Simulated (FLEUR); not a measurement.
A run of FLEUR MaX-R8.1 (later development tree) is set up as follows.

inp.xml

```xml
<?xml version="1.0" encoding="UTF-8" standalone="no"?>
<fleurInput fleurInputVersion="0.39">
   <comment>
      Hf                                                                                                  
   </comment>
   <calculationSetup>
      <cutoffs Kmax="4.1" Gmax="12.7" GmaxXC="12.7" numbands="0"/>
      <scfLoop itmax="60" minDistance="0.00001" maxIterBroyd="15" imix="Anderson" alpha="0.05" precondParam="0.0" spinf="2.0" sdNocoIR="T"/>
      <coreElectrons ctail="T" frcor="F" kcrel="0" coretail_lmax="0"/>
      <xcFunctional name="PBEs" relativisticCorrections="F"/>
      <magnetism jspins="1"/>
      <soc l_soc="F" theta="0.0" phi="0.0" spav="F"/>
      <expertModes spex="0" secvar="F"/>
      <geometryOptimization l_f="F" forcealpha="1.0" forcemix="BFGS" epsdisp="0.00001" epsforce="0.00001"/>
      <ldaU l_linMix="F" mixParam="0.05" spinf="1.0"/>
   </calculationSetup>
   <cell>
      <bzIntegration valenceElectrons="26.0" mode="hist" fermiSmearingEnergy="0.00183747">
         <kPointListSelection listName="default-1"/>
         <!-- k-points included here -->
         <xi:include xmlns:xi="http://www.w3.org/2001/XInclude" href="kpts.xml"> </xi:include>
      </bzIntegration>
      <!-- symmetry operations included here -->
      <xi:include xmlns:xi="http://www.w3.org/2001/XInclude" href="sym.xml"> </xi:include>
      <bulkLattice scale="1.0">
         <bravaisMatrix>
            <row-1>    0.0000000000000000     4.1240733083463681     4.1240733083463681</row-1>
            <row-2>    4.1240733083463681     0.0000000000000000     4.1240733083463681</row-2>
            <row-3>    4.1240733083463681     4.1240733083463681     0.0000000000000000</row-3>
         </bravaisMatrix>
      </bulkLattice>
   </cell>
   <atomSpecies>
      <species name="Hafnium (Hf)" element="Hf" atomicNumber="72">
         <mtSphere radius="2.55" gridPoints="879" logIncrement="0.015"/>
         <atomicCutoffs lmax="10" lnonsphr="10"/>
         <electronConfig flipSpins="F">
            <coreConfig>(1s1/2) (2s1/2) (2p1/2) (2p3/2) (3s1/2) (3p1/2) (3p3/2) (4s1/2) (3d3/2) (3d5/2) (4p1/2) (4p3/2) (4d3/2) (4d5/2)</coreConfig>
            <valenceConfig>(5s1/2) (5p1/2) (5p3/2) (6s1/2) (4f5/2) (4f7/2) (5d3/2) (5d5/2)</valenceConfig>
            <stateOccupation state="(5d3/2)" spinUp="0.400000" spinDown="0.400000"/>
            <stateOccupation state="(5d5/2)" spinUp="0.600000" spinDown="0.600000"/>
         </electronConfig>
         <energyParameters s="6" p="6" d="5" f="4"/>
         <lo type="SCLO" l="0" n="5" eDeriv="0"/>
         <lo type="SCLO" l="1" n="5" eDeriv="0"/>
         <lo type="SCLO" l="2" n="5" eDeriv="2"/>
         <lo type="SCLO" l="3" n="4" eDeriv="2"/>
      </species>
   </atomSpecies>
   <atomGroups>
      <atomGroup species="Hafnium (Hf)">
         <relPos label="                   1">.0000000000 .0000000000 .0000000000</relPos>
         <force calculate="T" relaxXYZ="TTT"/>
      </atomGroup>
   </atomGroups>
   <output dos="F" band="F" slice="F">
      <checks vchk="F" cdinf="F"/>
      <bandDOS minEnergy="-.5*Htr" maxEnergy="0.5*Htr" sigma="0.015" storeEVData="T"/>
      <vacuumDOS vacdos="F" integ="F" star="F" nstars="0" locx1="0.0" locy1="0.0" locx2="0.0" locy2="0.0" nstm="0" tworkf="0.0"/>
      <unfoldingBand unfoldBand="F" supercellX="1" supercellY="1" supercellZ="1"/>
      <plotting iplot="0" polar="F">
         <plot TwoD="T" vec1="  1.0  0.0  0.0" vec2="  0.0  1.0  0.0" vec3="  0.0  0.0  1.0" zero="  0.0  0.0  0.0" file="plot"/>
      </plotting>
      <chargeDensitySlicing numkpt="0" minEigenval="0.0" maxEigenval="0.0" nnne="0" pallst="F"/>
      <specialOutput eonly="F"/>
      <moessbauerParams electricFieldGradient="T" isomerShift="T" coreHyperfine="T" valenceHyperfine="T"/>
      <magneticCircularDichroism mcd="F" energyLo="-10.0" energyUp="0.0"/>
   </output>
  <!-- We include the file relax.xml here to enable relaxations (see documentation) -->
  <xi:include xmlns:xi="http://www.w3.org/2001/XInclude" href="relax.xml"> <xi:fallback/> </xi:include>
</fleurInput>
```

The input crystal.txt:

```
Hf
&input cartesian=F /
0.0000000000  2.1823656109  2.1823656109
2.1823656109  0.0000000000  2.1823656109
2.1823656109  2.1823656109  0.0000000000
1.8897261246
1.0 1.0 1.0

1
72 0.0000000000  0.0000000000  0.0000000000

&kpt div1=10 div2=10 div3=10 gamma=T /
```

Potentials or basis: all-electron, FLAPW.

Run with:

```bash
$ inpgen -f crystal.txt -profile fastHighL
$ # inp.xml edited to the form shown
$ fleur_MPI
```

(1) Predict the band gap on the k mesh.

Results:

(1) none (metal or under the smearing width).
